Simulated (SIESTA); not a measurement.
## LiH under changes of volume

One of the cells (8.618 Å³/atom); the others are scaled copies at fixed shape and fractional positions:

```
Li H
1.0
     0.00000    2.05024    2.05024
     2.05024    0.00000    2.05024
     2.05024    2.05024    0.00000
Li H
1 1
Cartesian
  0.0000 0.0000 0.0000
  2.0502 2.0502 2.0502
```

```yaml
Program: SIESTA 5.4.2
Functional: PBE
Potentials_or_basis: PseudoDojo 0.4 standard (PBE files)
Basis: DZP (energy shift 0.003 Ry; two zetas on semicore shells)
Grid_cutoff: 800 Ry
Energy_shift: 0.003 Ry
k_mesh: 11 × 11 × 11
Occupations: fermi-dirac, width 0.05 eV
Spin: no spin polarisation
```

```tsv
volume (Å³/atom)	energy over the lowest point (meV/atom)	pressure (GPa)	gap on the mesh (eV)
7.942	0.04	0.4	3.15
8.111	0.00	-0.3	3.16
8.280	0.74	-1.0	3.17
8.618	4.43	-2.3	3.19
8.787	?	?	?
8.956	10.26	-3.2	3.20
```

Question: What does the run at 8.787 Å³/atom give?

Answer: Energy over the lowest point 7.09 meV/atom; pressure -2.8 GPa; gap on the mesh 3.20 eV.

Worked out: A Birch-Murnaghan fit of order 3 (a polynomial in V^(-2/3)) to the other rows has its minimum at 8.04 Å³/atom with B0 = V·E''(V) = 41 GPa and B' = 6.0. It gives 7.11 meV/atom at 8.787 Å³/atom, against the run's 7.09, and -dE/dV = -2.8 GPa, against -2.8. A straight line through the other rows of the gap, of slope 0.427 eV per unit of ln V (its deformation potential), gives 3.19 eV, against the run's 3.20.

Energies are extrapolated to zero smearing.

Caveats: an odd mesh through Γ misses points on the zone boundary, where band edges often lie; the basis of atomic orbitals isn't converged, which shifts pressures, moduli and gaps.
